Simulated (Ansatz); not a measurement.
# SnO under changes of volume

One of the cells (15.361 Å³/atom); the others are scaled copies at fixed shape and fractional positions:

```xyz
2
Lattice="3.1319 0.0000 0.0000 0.0000 3.1319 0.0000 0.0000 0.0000 3.1319" Properties=species:S:1:pos:R:3 pbc="T T T"
Sn    0.0000    0.0000    0.0000
O     1.5660    1.5660    1.5660
```

The cell was built by a generator and needn't be a form met in nature.

```yaml
Program: Ansatz 0.2.0
Functional: PBE
Potentials_or_basis: Ansatz PAW
Cutoff: "420 eV (not typed: the program's choice for these potentials)"
k_mesh: 9 × 9 × 9
Occupations: fermi-dirac, width 0.05 eV
Spin: no spin polarisation
```

```tsv
volume (Å³/atom)	energy over the lowest point (meV/atom)	pressure (GPa)	gap on the mesh (eV)
14.439	19.38	7.1	0.33
14.746	8.24	4.4	0.38
15.053	2.01	2.1	0.43
15.361	0.00	0.0	0.48
15.668	1.83	-1.9	0.52
15.975	7.03	-3.6	0.56
16.282	?	?	?
```

What does the run at 16.282 Å³/atom give?

Energy over the lowest point 15.36 meV/atom; pressure -5.1 GPa; gap on the mesh 0.60 eV.

Worked out: A Birch-Murnaghan fit of order 3 (a polynomial in V^(-2/3)) to the other rows has its minimum at 15.36 Å³/atom with B0 = V·E''(V) = 99 GPa and B' = 5.1. It gives 15.19 meV/atom at 16.282 Å³/atom, against the run's 15.36, and -dE/dV = -5.0 GPa, against -5.1. A straight line through the other rows of the gap, of slope 2.29 eV per unit of ln V, extrapolates to 0.61 eV, against the run's 0.60.

Energies are extrapolated to zero smearing.

Caveats: odd divisions of the mesh miss points on the zone boundary, where band edges often lie, so the gap on the mesh can be too wide; spin-orbit coupling is left out, which moves the levels of the heavy elements.

A mesh can miss the band edges.
